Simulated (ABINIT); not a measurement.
# C (Fd-3m) in ABINIT: further runs

Aim: see how the results for C move with the level of theory and the settings. Levels: revPBE, SCAN, RPBE. Tasks: equation of state, band structure.

All numbers are computed with ABINIT 10.8.3 (patched build); they aren't measurements. Logs are shortened: lines on timing, memory, paths and dates and some standing lists are left out, and cuts for length are marked. The log counts tension as positive stress, the text compression.

**The experiment to reproduce.**

From “Equation of state of cubic boron nitride at high pressures and temperatures”, 2007, arxiv:cond-mat/0702656, for a bulk crystal of C: bulk modulus 444.8 ± 0.8 GPa; bulk modulus 442 ± 5 GPa.

The results are compared with them further down.

**1. Starting point**

Symmetry: Fd-3m, No. 227, cubic system. The conventional cell has a = 3.567 Å, b = 3.567 Å, c = 3.567 Å, α = 90.00°, β = 90.00°, γ = 90.00°. C (site symmetry -43m) has 4 C at 1.54 Å as nearest neighbours.

This isn't the form of C at room conditions, which is graphite.

**2. Equation of state, revPBE**

run.abi

```
# Datasets: one volume each
ndtset 7
getwfk -1
scalecart1 3*0.9795861087
scalecart2 3*0.9864848297
scalecart3 3*0.9932883884
scalecart4 3*1.0000000000
scalecart5 3*1.0066227096
scalecart6 3*1.0131594038
scalecart7 3*1.0196128224

# Pseudopotentials
pp_dirpath "./"
pseudos "C.upf"

# Structure
acell 2.5220660407 2.5220660407 2.5220660407 Angstrom
rprim
     0.0000000000     0.7071067812     0.7071067812
     0.7071067812     0.0000000000     0.7071067812
     0.7071067812     0.7071067812     0.0000000000
ntypat 1
znucl 6
natom 2
typat 1 1
xred
     0.7500000000     0.7500000000     0.7500000000
     0.5000000000     0.5000000000     0.5000000000

# Plane-wave basis
ecut 1115.666836 eV

# k points
kptopt 1
ngkpt 13 13 13
nshiftk 1
shiftk 0.0 0.0 0.0

# Exchange and correlation
ixc 14

# Bands and occupations
nband 8
occopt 3
tsmear 0.05 eV

# SCF cycle
nstep 100
tolvrs 1.0e-10

# Output
iomode 3
prtwf 1
prtden 0
prteig 0
prtebands 0
```

Potentials or basis: PseudoDojo NC SR PBE v0.4.1 standard.

Started as:

```
$ abinit run.abi > log 2>&1
```

run.abo:

```text
.Version 10.8.3 of ABINIT
 DATASET    1 : space group Fd -3 m (#227); Bravais cF (face-center cubic)
================================================================================
 Values of the parameters that define the memory need for DATASET  1.
     intxc =       0    ionmov =       0      iscf =       7    lmnmax =       4
     lnmax =       4     mgfft =      30  mpssoang =       2    mqgrid =    3001
     natom =       2  nloc_mem =       1    nspden =       1   nspinor =       1
    nsppol =       1      nsym =      48    n1xccc =    2501    ntypat =       1
    occopt =       3   xclevel =       2
       mpw =         918          nfft =       27000          nkpt =          84
================================================================================
================================================================================
[... 61 lines left out ...]
 DATASET    7 : space group Fd -3 m (#227); Bravais cF (face-center cubic)
================================================================================
 Values of the parameters that define the memory need for DATASET  7.
     intxc =       0    ionmov =       0      iscf =       7    lmnmax =       4
     lnmax =       4     mgfft =      30  mpssoang =       2    mqgrid =    3001
     natom =       2  nloc_mem =       1    nspden =       1   nspinor =       1
    nsppol =       1      nsym =      48    n1xccc =    2501    ntypat =       1
    occopt =       3   xclevel =       2
       mpw =        1030          nfft =       27000          nkpt =          84
================================================================================
================================================================================

--------------------------------------------------------------------------------
------------- Echo of variables that govern the present computation ------------
--------------------------------------------------------------------------------
 -outvars: echo values of preprocessed input variables --------
            acell      4.7660140884E+00  4.7660140884E+00  4.7660140884E+00 Bohr
              amu      1.20110000E+01
             ecut      4.10000000E+01 Hartree
           getwfk          -1
                       outvar_i_n : Printing only first  50 k-points.
              ixc          14
           jdtset        1    2    3    4    5    6    7
                       outvar_i_n : Printing only first  50 k-points.
         kptrlatt       13    0    0      0   13    0      0    0   13
          kptrlen1     6.06933755E+01
          kptrlen2     6.11208078E+01
          kptrlen3     6.15423439E+01
          kptrlen4     6.19581832E+01
          kptrlen5     6.23685142E+01
          kptrlen6     6.27735159E+01
          kptrlen7     6.31733580E+01
            natom           2
            nband           8
           ndtset           7
            ngfft          30      30      30
             nkpt          84
            nstep         100
             nsym          48
           ntypat           1
                       prtocc : prtvol=0, do not print more k-points.
           occopt           3
           prtden           0
        prtebands           0
           prteig           0
            rprim1     0.0000000000E+00  6.9267198023E-01  6.9267198023E-01
                       6.9267198023E-01  0.0000000000E+00  6.9267198023E-01
                       6.9267198023E-01  6.9267198023E-01  0.0000000000E+00
            rprim2     0.0000000000E+00  6.9755011263E-01  6.9755011263E-01
                       6.9755011263E-01  0.0000000000E+00  6.9755011263E-01
                       6.9755011263E-01  6.9755011263E-01  0.0000000000E+00
            rprim3     0.0000000000E+00  7.0236095512E-01  7.0236095512E-01
                       7.0236095512E-01  0.0000000000E+00  7.0236095512E-01
                       7.0236095512E-01  7.0236095512E-01  0.0000000000E+00
            rprim4     0.0000000000E+00  7.0710678120E-01  7.0710678120E-01
                       7.0710678120E-01  0.0000000000E+00  7.0710678120E-01
                       7.0710678120E-01  7.0710678120E-01  0.0000000000E+00
            rprim5     0.0000000000E+00  7.1178974407E-01  7.1178974407E-01
                       7.1178974407E-01  0.0000000000E+00  7.1178974407E-01
                       7.1178974407E-01  7.1178974407E-01  0.0000000000E+00
            rprim6     0.0000000000E+00  7.1641188486E-01  7.1641188486E-01
                       7.1641188486E-01  0.0000000000E+00  7.1641188486E-01
                       7.1641188486E-01  7.1641188486E-01  0.0000000000E+00
            rprim7     0.0000000000E+00  7.2097514092E-01  7.2097514092E-01
                       7.2097514092E-01  0.0000000000E+00  7.2097514092E-01
                       7.2097514092E-01  7.2097514092E-01  0.0000000000E+00
          spgroup         227
           tolvrs      1.00000000E-10
           tsmear      1.83746611E-03 Hartree
            typat      1  1
                       outvars : Printing only first  50 k-points.
           xangst1     2.6204467180E+00  2.6204467180E+00  2.6204467180E+00
                       1.7469644787E+00  1.7469644787E+00  1.7469644787E+00
           xangst2     2.6389011761E+00  2.6389011761E+00  2.6389011761E+00
                       1.7592674508E+00  1.7592674508E+00  1.7592674508E+00
           xangst3     2.6571010699E+00  2.6571010699E+00  2.6571010699E+00
                       1.7714007132E+00  1.7714007132E+00  1.7714007132E+00
           xangst4     2.6750550000E+00  2.6750550000E+00  2.6750550000E+00
                       1.7833700000E+00  1.7833700000E+00  1.7833700000E+00
           xangst5     2.6927711124E+00  2.6927711124E+00  2.6927711124E+00
                       1.7951807416E+00  1.7951807416E+00  1.7951807416E+00
           xangst6     2.7102571290E+00  2.7102571290E+00  2.7102571290E+00
                       1.8068380860E+00  1.8068380860E+00  1.8068380860E+00
           xangst7     2.7275203786E+00  2.7275203786E+00  2.7275203786E+00
                       1.8183469191E+00  1.8183469191E+00  1.8183469191E+00
            xcart1     4.9519266246E+00  4.9519266246E+00  4.9519266246E+00
                       3.3012844164E+00  3.3012844164E+00  3.3012844164E+00
            xcart2     4.9868004962E+00  4.9868004962E+00  4.9868004962E+00
                       3.3245336642E+00  3.3245336642E+00  3.3245336642E+00
            xcart3     5.0211933109E+00  5.0211933109E+00  5.0211933109E+00
                       3.3474622073E+00  3.3474622073E+00  3.3474622073E+00
            xcart4     5.0551213218E+00  5.0551213218E+00  5.0551213218E+00
                       3.3700808812E+00  3.3700808812E+00  3.3700808812E+00
            xcart5     5.0885999223E+00  5.0885999223E+00  5.0885999223E+00
                       3.3923999482E+00  3.3923999482E+00  3.3923999482E+00
            xcart6     5.1216437045E+00  5.1216437045E+00  5.1216437045E+00
                       3.4144291363E+00  3.4144291363E+00  3.4144291363E+00
            xcart7     5.1542665185E+00  5.1542665185E+00  5.1542665185E+00
                       3.4361776790E+00  3.4361776790E+00  3.4361776790E+00
             xred      7.5000000000E-01  7.5000000000E-01  7.5000000000E-01
                       5.0000000000E-01  5.0000000000E-01  5.0000000000E-01
            znucl        6.00000

================================================================================

 chkinp: Checking input parameters for consistency, jdtset=   1.

 chkinp: Checking input parameters for consistency, jdtset=   2.
[... 36 lines left out ...]
 getcut : COMMENT -
  Note that boxcut > 2.2 ; recall that boxcut=Gcut(box)/Gcut(sphere) = 2
  is sufficient for exact treatment of convolution.
  Such a large boxcut is a waste : you could raise ecut
  e.g. ecut=   51.052900 Hartrees makes boxcut=2

--- Pseudopotential description ------------------------------------------------
- pspini: atom type   1  psp file is ./C.upf
12 -101130 1 -1 1248                          pspcod,pspxc,lmax,lloc,mmax
     nproj     2     2

   6.90154688E+01                                ecore*ucvol(ha*bohr**3)
--------------------------------------------------------------------------------

================================================================================

--- !BeginCycle
iteration_state: {dtset: 1, }
solver: {iscf: 7, nstep: 100, nline: 4, wfoptalg: 0, }
tolerances: {tolvrs: 1.00E-10, }
...
[... 1009 lines left out ...]
-Cartesian components of stress tensor (GPa)         [Pressure= -1.9630E+01 GPa]
- sigma(1 1)=  1.96296961E+01  sigma(3 2)=  0.00000000E+00
- sigma(2 2)=  1.96296961E+01  sigma(3 1)=  0.00000000E+00
- sigma(3 3)=  1.96296961E+01  sigma(2 1)=  0.00000000E+00

== END DATASET(S) ==============================================================
================================================================================

 -outvars: echo values of variables after computation  --------
            acell      4.7660140884E+00  4.7660140884E+00  4.7660140884E+00 Bohr
           etotal1    -1.2038285224E+01
           etotal2    -1.2039766701E+01
           etotal3    -1.2040695381E+01
           etotal4    -1.2041119654E+01
           etotal5    -1.2041085018E+01
           etotal6    -1.2040633000E+01
           etotal7    -1.2039800043E+01
            fcart1    -2.3895575349E-31 -2.3895575349E-31  9.5582301398E-31
                       2.3895575349E-31  2.3895575349E-31 -9.5582301398E-31
            fcart2    -1.1666496746E-30  1.4039343541E-30 -6.9208031542E-31
                       1.1666496746E-30 -1.4039343541E-30  6.9208031542E-31
            fcart3     3.1421252136E-31 -3.1421252136E-31  3.1421252136E-31
                      -3.1421252136E-31  3.1421252136E-31 -3.1421252136E-31
            fcart4     1.2484145958E-30 -9.3631094687E-31  9.3631094687E-31
                      -1.2484145958E-30  9.3631094687E-31 -9.3631094687E-31
            fcart5     7.7512569004E-31  1.0851759661E-30 -2.6354273461E-30
                      -7.7512569004E-31 -1.0851759661E-30  2.6354273461E-30
[... 38 lines left out ...]
                       0.0000000000E+00  0.0000000000E+00  0.0000000000E+00
           xangst1     2.6204467180E+00  2.6204467180E+00  2.6204467180E+00
                       1.7469644787E+00  1.7469644787E+00  1.7469644787E+00
           xangst2     2.6389011761E+00  2.6389011761E+00  2.6389011761E+00
                       1.7592674508E+00  1.7592674508E+00  1.7592674508E+00
           xangst3     2.6571010699E+00  2.6571010699E+00  2.6571010699E+00
                       1.7714007132E+00  1.7714007132E+00  1.7714007132E+00
           xangst4     2.6750550000E+00  2.6750550000E+00  2.6750550000E+00
                       1.7833700000E+00  1.7833700000E+00  1.7833700000E+00
           xangst5     2.6927711124E+00  2.6927711124E+00  2.6927711124E+00
                       1.7951807416E+00  1.7951807416E+00  1.7951807416E+00
           xangst6     2.7102571290E+00  2.7102571290E+00  2.7102571290E+00
                       1.8068380860E+00  1.8068380860E+00  1.8068380860E+00
           xangst7     2.7275203786E+00  2.7275203786E+00  2.7275203786E+00
                       1.8183469191E+00  1.8183469191E+00  1.8183469191E+00
             xred      7.5000000000E-01  7.5000000000E-01  7.5000000000E-01
                       5.0000000000E-01  5.0000000000E-01  5.0000000000E-01
 Calculation completed.
```

Run time: 84 s. Hardware: 1 thread of Arm Neoverse V1, shared host; peak memory 0.1 GiB.

What came out:

| Property | Result |
| --- | --- |
| Equilibrium volume | 5.72 Å³/atom |
| Bulk modulus | 427 GPa |
| Pressure derivative of the bulk modulus | 3.7 |

Energy against volume, from the lowest point:
| volume (Å³/atom) | energy (meV/atom) |
| --- | --- |
| 5.332 | 38.56 |
| 5.445 | 18.41 |
| 5.558 | 5.77 |
| 5.672 | 0.00 |
| 5.785 | 0.47 |
| 5.899 | 6.62 |
| 6.012 | 17.95 |

Caveat: pressures at fixed basis lie under the slope of the energies; the potentials were made for another functional, which shifts forces and pressure.

**3. Band structure, SCAN**

run.abi

```
# Datasets: ground state, then fixed potential
ndtset 2

# Pseudopotentials
pp_dirpath "./"
pseudos "C_ONCV_PBE-1.2.upf"

# Structure
acell 3*1.0
rprim
     0.0000000000     3.3700808789     3.3700808789
     3.3700808789     0.0000000000     3.3700808789
     3.3700808789     3.3700808789     0.0000000000
ntypat 1
znucl 6
natom 2
typat 1 1
xred
     0.7500000000     0.7500000000     0.7500000000
     0.5000000000     0.5000000000     0.5000000000

# Plane-wave basis
ecut 49.0

# Exchange and correlation
ixc -263267
usekden 1

# Bands and occupations
occopt 3
tsmear 0.00183747

# SCF cycle
nstep 100

# Output
iomode 3
prtwf 0
prteig 0
prtebands 0
enunit 2
prtden1 1
prtkden1 1

# Dataset 1
kptopt1 1
ngkpt1 13 13 13
nshiftk1 1
shiftk1 0.0 0.0 0.0
nband1 8
tolvrs1 1.0e-9

# Dataset 2: bands along G-X-W-K-G-L-U-W-L-K
iscf2 -2
getden2 1
getkden2 1
nband2 12
nbdbuf2 2
tolwfr2 1.0e-12
kptopt2 -9
ndivsm2 6
prteig2 1
kptbounds2
     0.0000000000     0.0000000000     0.0000000000
     0.5000000000     0.0000000000     0.5000000000
     0.5000000000     0.2500000000     0.7500000000
     0.3750000000     0.3750000000     0.7500000000
     0.0000000000     0.0000000000     0.0000000000
     0.5000000000     0.5000000000     0.5000000000
     0.6250000000     0.2500000000     0.6250000000
     0.5000000000     0.2500000000     0.7500000000
     0.5000000000     0.5000000000     0.5000000000
     0.3750000000     0.3750000000     0.7500000000
```

Potentials or basis: SG15 NC PBE v1.2.

Started as:

```
$ abinit run.abi > log 2>&1
```

Run time: 2.4 min. Hardware: 1 thread of Arm Neoverse V1, shared host; peak memory 0.1 GiB.

The run converged. Its results:

```yaml
Free_energy: -309.6176 eV
Pressure: -3.9 GPa
Band_gap_on_the_k_mesh: 4.49 eV, indirect (least direct gap 6.17 eV)
Band_gap_along_the_path: 4.49 eV, indirect (least direct gap 6.17 eV)
All_electrons_inside_the_program's_atomic_spheres: C 4.72 (radii [1.0584] Å)
```

Levels at the corners of the path, in eV from the valence-band top:
| point | band 2 | band 3 | band 4 | band 5 | band 6 | band 7 |
| --- | --- | --- | --- | --- | --- | --- |
| Γ | 0.00 | 0.00 | 0.00 | 6.17 | 6.17 | 6.17 |
| X | -13.48 | -6.53 | -6.53 | 5.12 | 5.12 | 18.15 |
| W | -12.72 | -8.57 | -8.57 | 11.36 | 11.36 | 13.12 |
| K | -12.40 | -9.59 | -5.56 | 6.10 | 11.45 | 15.50 |
| Γ | 0.00 | 0.00 | 0.00 | 6.17 | 6.17 | 6.17 |
| L | -13.90 | -2.90 | -2.90 | 9.16 | 9.16 | 9.19 |
| U | -12.40 | -9.59 | -5.56 | 6.10 | 11.45 | 15.50 |
| W | -12.72 | -8.57 | -8.57 | 11.36 | 11.36 | 13.12 |
| L | -13.90 | -2.90 | -2.90 | 9.16 | 9.16 | 9.19 |
| K | -12.40 | -9.59 | -5.56 | 6.10 | 11.45 | 15.50 |

Caveat: a meta-GGA on norm-conserving files made for a GGA shifts volumes by about 1 %; the potentials were made for another functional, which shifts forces and pressure. SCAN opens gaps a little over a GGA but as a rule still falls short of measured ones.

(Part 1 of 2 ends here.)
